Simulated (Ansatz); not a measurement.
Runs of Ansatz 0.2.0 on BaTiO3. Symmetry: P4mm, No. 99, tetragonal system. Conventional cell: a = 4.000 Å, b = 4.000 Å, c = 4.018 Å, α = 90.00°, β = 90.00°, γ = 90.00°. Around Ba (site symmetry 4mm) lie 12 O at 2.79 to 2.88 Å. Ti (site symmetry 4mm) has 6 O at 1.89 to 2.13 Å as nearest neighbours. Around O (site symmetry 2mm) lie 2 Ti at 2.00 Å. Around O (site symmetry 4mm) lie 2 Ti at 1.89 to 2.13 Å. 

| task | level | potentials or basis | U | cell | k mesh | cutoff (eV) | points for each segment of the path | hubbard projectors | double counting | mesh quality | gap on the mesh (eV) | pressure (GPa) | relaxed volume (Å³/atom) | largest force (eV/Å) |
| --- | --- | --- | --- | --- | --- | --- | --- | --- | --- | --- | --- | --- | --- | --- |
| band structure | m-r2SCAN | Ansatz PAW | - | as given | 7 × 7 × 7 | 500 | 14 | - | - | not flagged | 2.28 | -0.8 | - | (b) |
| single point | PBE | Ansatz PAW | - | as given | 3 × 3 × 3 | 420 | - | - | - | coarse | 2.04 | 2.6 | - | (a) |
| relaxation of cell and atoms | PBE+U | Ansatz PAW | Ti d U = 5 eV | relaxed | 7 × 7 × 7 | 420 | - | ortho-atomic (the default) | fll (the default) | not flagged | 2.49 | 0.0 | (c) | - |
| relaxation of cell and atoms | revPBE+D3(BJ) | Ansatz PAW | - | relaxed | 7 × 7 × 7 | 420 | - | - | - | not flagged | 1.99 | 0.0 | 12.94 | - |

Alike in all rows: no spin polarisation; smearing fermi-dirac 0.05 eV.

Problem. Estimate the missing entries.

Solution. (a) 0.53; (b) 0.39; (c) 13.25.

Caveats: some runs use coarse meshes; spin-orbit coupling is left out, which moves the levels of the heavy elements; odd divisions of the mesh miss points on the zone boundary, where band edges often lie, so the gap on the mesh can be too wide (some runs); the PAW data sets come from PBE, with cores solved anew for the run's functional, which leaves a small shift of forces and pressure (some runs); the plane-wave basis is chosen anew once the cell has moved, so the energies of steps on either side of that aren't comparable (some runs); the k mesh misses the band edges, so the gap on the mesh is wider than the one along the path (some runs).

A k mesh can miss the band edges, and the runs leave out spin-orbit coupling on Ba.
